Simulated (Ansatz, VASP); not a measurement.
## HfSi in VASP and in Ansatz

```
Hf Si
1.0
     0.00000    2.91019    2.91019
     2.91019    0.00000    2.91019
     2.91019    2.91019    0.00000
Hf Si
1 1
Cartesian
  0.0000 0.0000 0.0000
  1.4551 1.4551 1.4551
```

The cell comes from a database or a generator and needn't be the stable form of this composition.

Alike in both runs: task single point; functional LDA; k mesh 6 × 6 × 6; occupations gaussian, width 0.05 eV; no spin polarisation.

|  | VASP | Ansatz |
| --- | --- | --- |
| version | VASP 6.6.1 | Ansatz 0.2.0 |
| potentials or method | VASP PAW LDA potentials, release 64 (Hf_pv, Si) | scalar-relativistic, plane waves, PAW |
| plane-wave cutoff (eV) | 520 | 420 |
| valence electrons in the cell | 14 | 30 |

Ansatz gave:

* gap on the k mesh at the Fermi level (eV): none
* pressure (GPa): 3.9

Question: What did VASP give for the same quantities?

Answer: gap on the k mesh at the Fermi level (eV): none; pressure (GPa): 4.2.

A gap of «none» marks a metal or a gap that the smearing closes. The two sets of potentials don't hold the same shells in valence.

Spin-orbit coupling is left out, which matters for the levels of Hf.
